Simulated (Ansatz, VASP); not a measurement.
**Two plane-wave programs on Sc3Al**

```
CELL_PARAMETERS angstrom
4.24942 0.00000 0.00000
0.00000 4.24942 0.00000
0.00000 0.00000 4.24942
ATOMIC_POSITIONS crystal
Sc 0.50000 0.00000 0.50000
Sc 0.00000 0.50000 0.50000
Sc 0.50000 0.50000 0.00000
Al 0.00000 0.00000 0.00000
```

Alike in both runs: functional r2SCAN; k mesh 6 × 6 × 6; no spin polarisation.

Ansatz relaxed the structure, and its values are those at the end. VASP's run is a single point on that final structure, the one shown.

|  | VASP | Ansatz |
| --- | --- | --- |
| version | VASP 6.6.1 | Ansatz 0.2.0 |
| potentials or method | VASP PAW PBE potentials, release 64 (Sc_sv, Al) | plane waves, PAW |
| plane-wave cutoff (eV) | 520 | 500 |
| occupations | gaussian, width 0.1 eV | gaussian |
| valence electrons in the cell | 36 | 36 |

```csv
,VASP,Ansatz,Ansatz less VASP
pressure (GPa),10.3,10.0,-0.28
```

Caveats: the PAW data sets were made with another functional, which shifts forces and pressure a little (VASP).
